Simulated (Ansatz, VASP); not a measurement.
# VSi: VASP beside Ansatz

```
V Si
1.0
     0.00000    2.45984    2.45984
     2.45984    0.00000    2.45984
     2.45984    2.45984    0.00000
V Si
1 1
Direct
  0.00000 0.00000 0.00000
  0.50000 0.50000 0.50000
```

Change from the starting cell: volume scaled by 1.02.

Alike in both runs: task single point; functional PBE; k mesh 13 × 13 × 13; occupations fermi-dirac, width 0.03 eV; collinear spin.

|  | VASP | Ansatz |
| --- | --- | --- |
| version | VASP 6.6.1 | Ansatz 0.2.0 |
| potentials or method | VASP PAW PBE potentials, release 64 (V_sv, Si), cutoff 520 eV | all-electron LAPW, scalar-relativistic |

VASP gave:

- pressure (GPa): -2.5
- net moment per atom (μB): 0.00

What did Ansatz give for the same quantities?

Pressure (GPa): -2.7; net moment per atom (μB): 0.00.

Ansatz ran all-electron here, so the differences hold the error of VASP's frozen core and of both bases. Ansatz warned: «seeded_moment_not_kept».
